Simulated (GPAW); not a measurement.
# Al2Au in GPAW: the effect of target pressure

Crystal: Al2Au.

```xyz
3
Lattice="0.0000 3.0000 3.0000 3.0000 0.0000 3.0000 3.0000 3.0000 0.0000" Properties=species:S:1:pos:R:3 pbc="T T T"
Au    0.0000    0.0000    0.0000
Al    4.5000    4.5000    4.5000
Al    1.5000    1.5000    1.5000
```

Alike in all runs:

- Program: GPAW 26.7.0
- Task: relaxation of cell and atoms
- Functional: PBEsol
- Potentials or basis: PAW data sets generated in the run's folder for this functional
- Cutoff: 600 eV
- Basis: pw
- k mesh: 8 × 8 × 8
- Occupations: fermi-dirac, width 0.05 eV
- Spin: no spin polarisation

Each run relaxes the cell or the atoms first.

```tsv
target pressure	target pressure	relaxed volume (Å³/atom)
0 GPa	-	18.07
2 GPa	2 GPa	17.77
5 GPa	5 GPa	17.37
10 GPa	10 GPa	16.80
20 GPa	20 GPa	15.89
30 GPa	30 GPa	?
```

Q: What does the run with target pressure 30 GPa give?

A: Relaxed volume 15.19 Å³/atom.

Worked out: In Murnaghan's law V^(-B') rises as a straight line in P. The other rows fit best with B' = 4.3, V0 = 18.07 Å³/atom and B0 = 117 GPa, which gives 15.20 Å³/atom at 30 GPa, against the run's 15.19.

Caveats: with this Au data set, volumes or pressures lay over 1.5 % or 2 GPa off other programs in two to four cells of ten; later steps reuse the first step's grids; the volume moved by over 15 % at a fixed basis, so the end points are rough (some runs).
